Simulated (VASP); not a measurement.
# Ge15Se17 (a cell with a defect) in VASP: notebook

One crystal, Ge15Se17 (a cell with a defect), is run at these levels: PBE, HSE06; tasks: relaxation of the atoms, single point.

Everything below comes from runs of VASP 6.6.1. Logs are shortened: lines on timing, memory, paths and dates and some standing lists are left out, and cuts for length are marked.

## (1) The crystal as given

The cell holds a defect, 32 atoms: a = 8.988 Å, b = 8.988 Å, c = 11.185 Å, α = 90.00°, β = 90.00°, γ = 119.58°.

## (2) Relaxation of the atoms, PBE, collinear spin, ferromagnetic start

Input file INCAR:

```
SYSTEM = Ge15Se17
PREC = Normal
ENCUT = 450
EDIFF = 1E-6
ISMEAR = 0
SIGMA = 0.01
LREAL = Auto
LASPH = .TRUE.
NELM = 150
ALGO = Normal
ISIF = 2
LWAVE = .FALSE.
LCHARG = .FALSE.
ISPIN = 2
MAGMOM = 0.25 0 0 0 0 0 0 0 0.25 0 0 0 0 0.25 0.25 0 0 0 0 0 0 0 0 0 0 0 0 0 0 0 0 0
LORBIT = 11
GGA = PE
IBRION = 2
NSW = 70
EDIFFG = -0.025
AMIX = 0.2
BMIX = 1E-4
AMIX_MAG = 0.8
BMIX_MAG = 1E-4
ICORELEVEL = 1
NELECT = 313.0
ISYM = 0
LUSENCCL = .FALSE.
```

Input file KPOINTS:

```
regular mesh
0
Monkhorst
  2 2 2
  0 0 0
```

Input file POSCAR:

```
Ge15Se17
1.0
    0.0000000000      7.7675420000     -4.5225270000
    0.0000000000     -7.7675420000     -4.5225270000
  -11.1847690000      0.0000000000      0.0000000000
Se Ge
17 15
Direct
    0.0072454900      0.1318707100      0.8642304400
    0.1879655000      0.3129655000      0.1471840000
    0.4379655000      0.0629655000      0.1471840000
    0.9379655000      0.5629655000      0.1471840000
    0.6879655000      0.8129655000      0.1471840000
    0.4370345000      0.5620345000      0.6471840000
    0.6870345000      0.3120345000      0.6471840000
    0.1870345000      0.8120345000      0.6471840000
    0.9437310500      0.0639357400      0.6510496900
    0.8129655000      0.1879655000      0.3528160000
    0.0629655000      0.9379655000      0.3528160000
    0.5629655000      0.4379655000      0.3528160000
    0.3129655000      0.6879655000      0.3528160000
    0.0657361700      0.4445371800      0.8555738400
    0.3099308100      0.1909042300      0.8541343600
    0.8120345000      0.6870345000      0.8528160000
    0.5620345000      0.9370345000      0.8528160000
    0.2463625000      0.8713625000      0.8734900000
    0.7463625000      0.3713625000      0.8734900000
    0.4963625000      0.6213625000      0.8734900000
    0.1286375000      0.2536375000      0.3734900000
    0.3786375000      0.0036375000      0.3734900000
    0.8786375000      0.5036375000      0.3734900000
    0.6286375000      0.7536375000      0.3734900000
    0.1213625000      0.4963625000      0.6265100000
    0.3713625000      0.2463625000      0.6265100000
    0.8713625000      0.7463625000      0.6265100000
    0.6213625000      0.9963625000      0.6265100000
    0.2536375000      0.6286375000      0.1265100000
    0.5036375000      0.3786375000      0.1265100000
    0.0036375000      0.8786375000      0.1265100000
    0.7536375000      0.1286375000      0.1265100000
```

Potentials or basis: VASP PAW PBE potentials, release 64 (Se, Ge_d).

Run with:

```
cat potpaw_PBE.64/Se/POTCAR potpaw_PBE.64/Ge_d/POTCAR > POTCAR
mpirun -np 1 vasp_std > vasp.out
```

OUTCAR:

```text
SYSTEM = Ge15Se17
   PREC = Normal
   ENCUT = 450
   EDIFF = 1E-6
   ISMEAR = 0
   LREAL = Auto
   LASPH = .TRUE.
   NELM = 150
   ISIF = 2
   ISPIN = 2
   LORBIT = 11
   GGA = PE
   IBRION = 2
   NSW = 70
   EDIFFG = -0.025
   AMIX = 0.2
   AMIX_MAG = 0.8
   NELECT = 313.0
   ISYM = 0

 ion  position               nearest neighbor table
   1  0.007  0.132  0.864-   9 2.46  15 2.50  14 2.59
   2  0.188  0.313  0.147-  21 2.59  29 2.61  30 2.61
   3  0.438  0.063  0.147-  22 2.59  32 2.61  30 2.61
   4  0.938  0.563  0.147-  23 2.59  31 2.61  29 2.61
   5  0.688  0.813  0.147-  24 2.59  31 2.61  32 2.61
   6  0.437  0.562  0.647-  20 2.59  25 2.61  26 2.61
[... 24 lines left out ...]
  31  0.004  0.879  0.127-  11 2.59   4 2.61   5 2.61
  32  0.754  0.129  0.127-  10 2.59   3 2.61   5 2.61

IMPORTANT INFORMATION: All symmetrisations will be switched off!
NOSYMM: (Re-)initialisation of all symmetry stuff for point group C_1.

----------------------------------------------------------------------------------------

                                     Primitive cell

  volume of cell :     785.8177

  direct lattice vectors                    reciprocal lattice vectors
     0.000000000  7.767542000 -4.522527000     0.000000000  0.064370428 -0.110557659
     0.000000000 -7.767542000 -4.522527000    -0.000000000 -0.064370428 -0.110557659
   -11.184769000  0.000000000  0.000000000    -0.089407300  0.000000000 -0.000000000

  length of vectors
     8.988212235  8.988212235 11.184769000     0.127931810  0.127931810  0.089407300

  position of ions in fractional coordinates (direct lattice)
     0.007245490  0.131870710  0.864230440
     0.187965500  0.312965500  0.147184000
     0.437965500  0.062965500  0.147184000
     0.937965500  0.562965500  0.147184000
     0.687965500  0.812965500  0.147184000
     0.437034500  0.562034500  0.647184000
[... 24 lines left out ...]
     0.003637500  0.878637500  0.126510000
     0.753637500  0.128637500  0.126510000

  ion indices of the primitive-cell ions
   primitive index   ion index
                 1           1
                 2           2
                 3           3
                 4           4
                 5           5
                 6           6
[... 24 lines left out ...]
                31          31
                32          32

----------------------------------------------------------------------------------------

 KPOINTS: regular mesh

Automatic generation of k-mesh.
 Grid dimensions read from file:
 generate k-points for:    2    2    2

 Generating k-lattice:

  Cartesian coordinates                     Fractional coordinates (reciprocal lattice)
     0.000000000  0.032185214 -0.055278830     0.500000000  0.000000000  0.000000000
    -0.000000000 -0.032185214 -0.055278830     0.000000000  0.500000000  0.000000000
    -0.044703650  0.000000000 -0.000000000     0.000000000  0.000000000  0.500000000

  Length of vectors
     0.063965905  0.063965905  0.044703650

  Shift w.r.t. Gamma in fractional coordinates (k-lattice)
     0.500000000  0.500000000  0.500000000

 Subroutine IBZKPT returns following result:
 ===========================================

 Found      4 irreducible k-points:

 Following reciprocal coordinates:
            Coordinates               Weight
  0.250000  0.250000  0.250000      2.000000
 -0.250000 -0.250000  0.250000      2.000000
 -0.250000  0.250000  0.250000      2.000000
  0.250000 -0.250000  0.250000      2.000000
   k-points           NKPTS =      4   k-points in BZ     NKDIM =      4   number of bands    NBANDS=    188
   number of dos      NEDOS =    301   number of ions     NIONS =     32
   total plane-waves  NPLWV = 138240
   dimension x,y,z NGX =    48 NGY =   48 NGZ =   60
   dimension x,y,z NGXF=    96 NGYF=   96 NGZF=  120
   ions per type =              17  15
   NGX,Y,Z   is equivalent  to a cutoff of   8.88,  8.88,  8.92 a.u.
   NGXF,Y,Z  is equivalent  to a cutoff of  17.76, 17.76, 17.84 a.u.
 SYSTEM =  Ge15Se17
[... 40 lines left out ...]

 number of electron     313.0000268 magnetization      -0.0000000

 Free energy of the ion-electron system (eV)
  ---------------------------------------------------
  ext. energy  EPLUGINS =         0.00000000
  ---------------------------------------------------
  free energy    TOTEN  =      -128.90019789 eV

  energy without entropy =     -128.90019789  energy(sigma->0) =     -128.90019789

 the core state eigenenergies are
   1-  1s -12493.8224  2s  -1597.2971  2p  -1403.6519  3s   -203.9256  3p   -143.3956
       3d    -43.5750
   2-  1s -12493.9858  2s  -1597.4935  2p  -1403.8432  3s   -204.1684  3p   -143.6394
       3d    -43.8242
   3-  1s -12493.9178  2s  -1597.4268  2p  -1403.7763  3s   -204.1033  3p   -143.5743
       3d    -43.7594
   4-  1s -12493.9386  2s  -1597.4470  2p  -1403.7966  3s   -204.1225  3p   -143.5935
       3d    -43.7785
   5-  1s -12493.9452  2s  -1597.4510  2p  -1403.8010  3s   -204.1205  3p   -143.5913
       3d    -43.7757
   6-  1s -12493.8220  2s  -1597.3286  2p  -1403.6784  3s   -204.0051  3p   -143.4761
       3d    -43.6609
   7-  1s -12493.8710  2s  -1597.3782  2p  -1403.7279  3s   -204.0552  3p   -143.5263
       3d    -43.7112
   8-  1s -12493.8470  2s  -1597.3523  2p  -1403.7023  3s   -204.0245  3p   -143.4954
       3d    -43.6799
   9-  1s -12494.5154  2s  -1597.9967  2p  -1404.3496  3s   -204.6577  3p   -144.1282
[... 43 lines left out ...]
  31-  1s -10951.4481  2s  -1363.1746  2p  -1190.0492  3s   -160.0892  3p   -107.2210

  32-  1s -10951.4346  2s  -1363.1609  2p  -1190.0356  3s   -160.0746  3p   -107.2064

 E-fermi :   3.8724     XC(G=0):  -9.6155

 val. band max:        3.8045812486   @ k =  -0.2500  -0.2500   0.2500
 cond. band min:       3.9731620642   @ k =  -0.2500  -0.2500   0.2500
 fundamental gap:      0.1685808156
 Fermi energy:         3.8724163229

 spin component 1

 k-point     1 :       0.2500    0.2500    0.2500
  band No.  band energies     occupation
      1     -20.9752      1.00000
      2     -20.9747      1.00000
      3     -20.9718      1.00000
      4     -20.9698      1.00000
      5     -20.9634      1.00000
      6     -20.9599      1.00000
[... 673 lines left out ...]
    167       5.9582      0.00000
    168       6.0241      0.00000
 Fermi energy:         3.8724163229

 spin component 2

 k-point     1 :       0.2500    0.2500    0.2500
  band No.  band energies     occupation
      1     -20.9752      1.00000
      2     -20.9747      1.00000
      3     -20.9718      1.00000
      4     -20.9698      1.00000
      5     -20.9634      1.00000
      6     -20.9599      1.00000
[... 673 lines left out ...]
    167       5.9582      0.00000
    168       6.0241      0.00000
 [bands above 168 left out]

------------------------ aborting loop because EDIFF is reached ----------------------------------------

  FORCE on cell =-STRESS in cart. coord.  units (eV):
  Direction    XX          YY          ZZ          XY          YZ          ZX
  --------------------------------------------------------------------------------------
  -------------------------------------------------------------------------------------
  Total        7.5016996      8.3514308      8.2539710      0.1092517      1.5237519      0.0590448
  in kB       15.2949639     17.0274524     16.8287449      0.2227497      3.1067268      0.1203844
  external PRESSURE =      16.3837204 kB  Pullay stress =       0.0000000 kB
[... 47 lines left out ...]
  FREE ENERGIE OF THE ION-ELECTRON SYSTEM (eV)
  ---------------------------------------------------
  free  energy   TOTEN  =      -128.9001978868 eV

  energy  without entropy=     -128.9001978868  energy(sigma->0) =     -128.90019789

 reached required accuracy - stopping structural energy minimisation

 total charge

# of ion       s       p       d       tot
------------------------------------------
    1        1.504   2.192   0.035   3.731
    2        1.476   2.308   0.031   3.816
    3        1.476   2.310   0.031   3.817
    4        1.476   2.309   0.031   3.816
    5        1.476   2.305   0.030   3.811
    6        1.478   2.302   0.034   3.814
[... 24 lines left out ...]
   31        1.325   0.771  10.016  12.111
   32        1.329   0.765  10.015  12.109
--------------------------------------------------
tot         44.904  50.807 150.849 246.559

 magnetization (x)

# of ion       s       p       d       tot
------------------------------------------
    1        0.000  -0.000   0.000  -0.000
    2        0.000  -0.000  -0.000  -0.000
    3       -0.000  -0.000  -0.000  -0.000
    4        0.000   0.000   0.000   0.000
    5       -0.000  -0.000   0.000  -0.000
    6       -0.000  -0.000  -0.000  -0.000
[... 24 lines left out ...]
   31        0.000  -0.000  -0.000  -0.000
   32       -0.000   0.000   0.000   0.000
--------------------------------------------------
tot         -0.000  -0.000   0.000  -0.000
```

Wall time 1.6 h (1 × NVIDIA H100 80GB with 1 thread of AMD EPYC 7R13 (Zen 3), shared host); peak memory 1.8 GiB.

What came out:

```yaml
Free_energy: -128.9002 eV
Energy_gained_by_relaxing: 38.4 meV/atom
Ionic_steps: 22
Largest_force_after_relaxing: 0.018 eV/Å
Net_moment: 0.00 μB per cell
Valence_electrons_inside_the_program's_atomic_spheres: Se 3.73, 3.82, 3.81, 3.79, 3.80; Ge 12.12, 12.14, 12.13, 12.11
```

Forces in eV/Å, atoms in the order of the input:
```
Se  -0.002  0.011  0.001
Se  -0.004  0.003 -0.002
Se  -0.007 -0.003  0.001
Se   0.005  0.005  0.002
Se  -0.005  0.001  0.006
Se  -0.004  0.006 -0.014
Se  -0.004 -0.002 -0.007
Se   0.010  0.010 -0.008
Se   0.012  0.000  0.005
Se   0.003 -0.001  0.004
Se   0.002  0.003 -0.001
Se  -0.001  0.001 -0.001
Se   0.000 -0.002 -0.002
Se   0.004 -0.006  0.002
Se   0.002 -0.011  0.007
Se  -0.010 -0.006 -0.006
Se   0.002 -0.012 -0.004
Ge   0.002  0.011  0.015
Ge   0.003  0.003 -0.005
Ge  -0.008 -0.002  0.011
Ge   0.003  0.001  0.003
Ge   0.000 -0.003  0.007
Ge   0.002  0.002  0.002
Ge  -0.010 -0.001  0.005
Ge   0.006 -0.002 -0.015
Ge   0.000 -0.002 -0.005
Ge  -0.002  0.005  0.001
Ge  -0.002 -0.005  0.001
Ge  -0.003 -0.001 -0.004
Ge  -0.002  0.001 -0.008
Ge   0.003 -0.002  0.003
Ge   0.005  0.001  0.006
```

The path:
```csv
step,energy change (eV),largest force (eV/Å),pressure (GPa)
1,0.0000,1.6833,2.35
2,-0.3056,1.3112,1.84
3,-0.5943,0.8854,0.83
4,-0.7954,1.0080,0.93
5,-0.8191,1.3734,1.76
6,-0.9519,0.5404,1.19
7,-0.9588,0.6126,1.28
8,-1.0437,0.5062,1.60
9,-1.0464,0.7131,1.65
10,-1.1115,0.2524,1.70
11,-1.1276,0.2175,1.74
12,-1.1544,0.1809,1.66
13,-1.1821,0.2186,1.50
14,-1.2041,0.1484,1.54
15,-1.2092,0.2451,1.57
16,-1.2178,0.2032,1.64
17,-1.2191,0.1044,1.63
18,-1.2248,0.0554,1.67
19,-1.2252,0.0661,1.68
20,-1.2279,0.0459,1.67
21,-1.2288,0.0352,1.65
22,-1.2301,0.0182,1.64
```

Final structure:
```yaml
crystal:
  lattice:
    - [0.00000, 7.76754, -4.52253]
    - [0.00000, -7.76754, -4.52253]
    - [-11.18477, 0.00000, 0.00000]
  atoms:
    - { symbol: Se, position: [0.99328, 0.09315, 0.85814] }
    - { symbol: Se, position: [0.18672, 0.31188, 0.14214] }
    - { symbol: Se, position: [0.43789, 0.06200, 0.14846] }
    - { symbol: Se, position: [0.93445, 0.56054, 0.14863] }
    - { symbol: Se, position: [0.68571, 0.81143, 0.14566] }
    - { symbol: Se, position: [0.45120, 0.57898, 0.63858] }
    - { symbol: Se, position: [0.70182, 0.31170, 0.63644] }
    - { symbol: Se, position: [0.18569, 0.82923, 0.63995] }
    - { symbol: Se, position: [0.92231, 0.04759, 0.65367] }
    - { symbol: Se, position: [0.81724, 0.18955, 0.35121] }
    - { symbol: Se, position: [0.06543, 0.94196, 0.35032] }
    - { symbol: Se, position: [0.55931, 0.43454, 0.35574] }
    - { symbol: Se, position: [0.30939, 0.68523, 0.35515] }
    - { symbol: Se, position: [0.10710, 0.50703, 0.86548] }
    - { symbol: Se, position: [0.38427, 0.23192, 0.86515] }
    - { symbol: Se, position: [0.80489, 0.67955, 0.85419] }
    - { symbol: Se, position: [0.54985, 0.92998, 0.85728] }
    - { symbol: Ge, position: [0.22645, 0.84567, 0.87054] }
    - { symbol: Ge, position: [0.72443, 0.36579, 0.86304] }
    - { symbol: Ge, position: [0.47369, 0.60303, 0.86815] }
    - { symbol: Ge, position: [0.13531, 0.26015, 0.36856] }
    - { symbol: Ge, position: [0.37855, 0.00357, 0.37558] }
    - { symbol: Ge, position: [0.87718, 0.50231, 0.37656] }
    - { symbol: Ge, position: [0.62572, 0.75107, 0.37385] }
    - { symbol: Ge, position: [0.12870, 0.51497, 0.63956] }
    - { symbol: Ge, position: [0.38901, 0.25531, 0.63871] }
    - { symbol: Ge, position: [0.85343, 0.72847, 0.62917] }
    - { symbol: Ge, position: [0.60041, 0.97667, 0.63484] }
    - { symbol: Ge, position: [0.25045, 0.62738, 0.12530] }
    - { symbol: Ge, position: [0.50345, 0.37751, 0.12584] }
    - { symbol: Ge, position: [0.00188, 0.87641, 0.12115] }
    - { symbol: Ge, position: [0.75396, 0.12922, 0.12165] }
```

Core levels (eV, on the scale of the bands):
```
atom                                                               levels
1 Se  1s -12493.8, 2s -1597.3, 2p -1403.7, 3s -203.9, 3p -143.4, 3d -43.6
2 Se  1s -12494.0, 2s -1597.5, 2p -1403.8, 3s -204.2, 3p -143.6, 3d -43.8
3 Se  1s -12493.9, 2s -1597.4, 2p -1403.8, 3s -204.1, 3p -143.6, 3d -43.8
4 Se  1s -12493.9, 2s -1597.4, 2p -1403.8, 3s -204.1, 3p -143.6, 3d -43.8
5 Se  1s -12493.9, 2s -1597.5, 2p -1403.8, 3s -204.1, 3p -143.6, 3d -43.8
6 Se  1s -12493.8, 2s -1597.3, 2p -1403.7, 3s -204.0, 3p -143.5, 3d -43.7
```

Caveat: the k mesh is coarse (spacing up to 0.40 Å⁻¹), so the values aren't converged; the cell is charged against a uniform background, so pressure and absolute levels hang on convention.

(Part 1 of 2 ends here.)
